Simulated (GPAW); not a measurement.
# HgTe (Coloradoite): single point with PBE

The system is HgTe (Coloradoite).

```
CELL_PARAMETERS angstrom
0.00000 3.21450 3.21450
3.21450 0.00000 3.21450
3.21450 3.21450 0.00000
ATOMIC_POSITIONS crystal
Hg 0.00000 0.00000 0.00000
Te 0.25000 0.25000 0.25000
```

```json
{"Program": "GPAW 26.7.0", "Task": "single point", "Functional": "PBE", "Potentials or basis": "GPAW PAW data sets (gpaw-data 1.2.1)", "Cutoff": "450 eV", "Basis": "pw", "k mesh": "6 × 6 × 6", "Occupations": "fermi-dirac, width 0.05 eV", "Spin": "no spin polarisation", "Maxiter": "80"}
```

```
Pressure               : 4.2 GPa
Band gap on the k mesh : none (metal or under the smearing width)
```

Levels at points of the mesh, in eV from the Fermi level:
| k point | band 10 | band 11 | band 12 | band 13 | band 14 |
| --- | --- | --- | --- | --- | --- |
| (0.00, 0.00, 0.00) | -0.59 | -0.04 | -0.04 | -0.04 | 4.20 |
| (0.50, 0.50, 0.00) | -5.50 | -2.38 | -2.38 | 1.94 | 2.42 |
| (0.50, 0.50, 0.50) | -5.58 | -1.06 | -1.06 | 0.76 | 5.01 |

Run time: 17 s on 1 thread of Arm Neoverse N1, on a shared host, peak memory 0.15 GiB.

Caveat: the cutoff is short for stress and forces, so pressures can be off by a GPa or more. Spin-orbit coupling is left out, which matters for the levels of Hg, Te.
